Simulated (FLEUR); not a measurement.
# Fe2Ge: equation of state with r2SCAN

The system is Fe2Ge.

```
Ge Fe
1.0
     4.16363    0.00000    0.00000
    -2.08182    3.60581    0.00000
     0.00000    0.00000    2.62647
Ge Fe
1 2
Direct
  0.00000 0.00000 0.00000
  0.33333 0.66667 0.50000
  0.66667 0.33333 0.50000
```

The cell comes from a database or a generator and needn't be the stable form of this composition.

* Program: FLEUR MaX-R8.1 (later development tree)
* Task: equation of state
* Functional: r2SCAN
* Potentials or basis: all-electron
* Basis: FLAPW
* Kmax: 4.8 1/bohr
* k mesh: 7 × 7 × 10
* Occupations: fermi-dirac, width 0.05 eV
* Spin: collinear spin, program default start

* Equilibrium volume: 13.16 Å³/atom
* Bulk modulus at fixed shape and positions: 139 GPa

Energy against volume, from the lowest point:
```csv
volume (Å³/atom),energy (meV/atom)
12.355,23.48
12.618,10.25
13.144,0.00
13.670,8.09
13.933,17.95
```

Caveat: the meta-GGA is that of a development version, with a GGA for the radial functions and cores and without core tails; the cell was scaled at fixed shape and fractional positions, which overstates the stiffness of a crystal with free parameters, most of all of layers and chains.
